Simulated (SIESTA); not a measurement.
## CdSe (Cadmoselite) under changes of volume

One of the cells (28.102 Å³/atom); the others are scaled copies at fixed shape and fractional positions:

```xyz
4
Lattice="4.3000 0.0000 0.0000 -2.1500 3.7239 0.0000 0.0000 0.0000 7.0200" Properties=species:S:1:pos:R:3 pbc="T T T"
Cd    2.1500    1.2413    3.5100
Cd    0.0000    2.4826    0.0000
Se    2.1500    1.2413    6.2127
Se    0.0000    2.4826    2.7027
```

```yaml
Program: SIESTA 5.4.2
Functional: vdW-DF-cx
Potentials_or_basis: PseudoDojo 0.4 standard (PBE files)
Basis: DZP (energy shift 0.003 Ry; two zetas on semicore shells)
Grid_cutoff: 800 Ry
Energy_shift: 0.003 Ry
k_mesh: 7 × 7 × 4
Occupations: fermi-dirac, width 0.05 eV
Spin: no spin polarisation
```

| volume (Å³/atom) | energy over the lowest point (meV/atom) | pressure (GPa) | gap on the mesh (eV) | largest force (eV/Å) |
| --- | --- | --- | --- | --- |
| 26.416 | 32.01 | 5.1 | 1.03 | 0.394 |
| 26.978 | 17.00 | 3.5 | 0.97 | 0.367 |
| 27.540 | 7.11 | 2.2 | 0.91 | 0.340 |
| 28.102 | 1.55 | 1.0 | 0.85 | 0.313 |
| 28.665 | 0.00 | -0.1 | 0.79 | 0.292 |
| 29.227 | ? | ? | ? | ? |
| 29.789 | 7.19 | -1.9 | 0.68 | 0.251 |

Q: What does the run at 29.227 Å³/atom give?

A: Energy over the lowest point 2.13 meV/atom; pressure -1.0 GPa; gap on the mesh 0.73 eV; largest force 0.271 eV/Å.

Worked out: A Birch-Murnaghan fit of order 3 (a polynomial in V^(-2/3)) to the other rows has its minimum at 28.62 Å³/atom with B0 = V·E''(V) = 52 GPa and B' = 4.8 at fixed shape and positions, which overstates the stiffness. It gives 2.02 meV/atom at 29.227 Å³/atom, against the run's 2.13, and -dE/dV = -1.0 GPa, against -1.0. A straight line through the other rows of the gap, of slope -2.92 eV per unit of ln V (its deformation potential), gives 0.74 eV, against the run's 0.73.

Energies are extrapolated to zero smearing.

Caveats: the potentials were made for another functional, which shifts forces and pressure; an odd mesh through Γ misses points on the zone boundary, where band edges often lie; the basis of atomic orbitals isn't converged, which shifts pressures, moduli and gaps. Spin-orbit coupling on Cd, Se is left out.
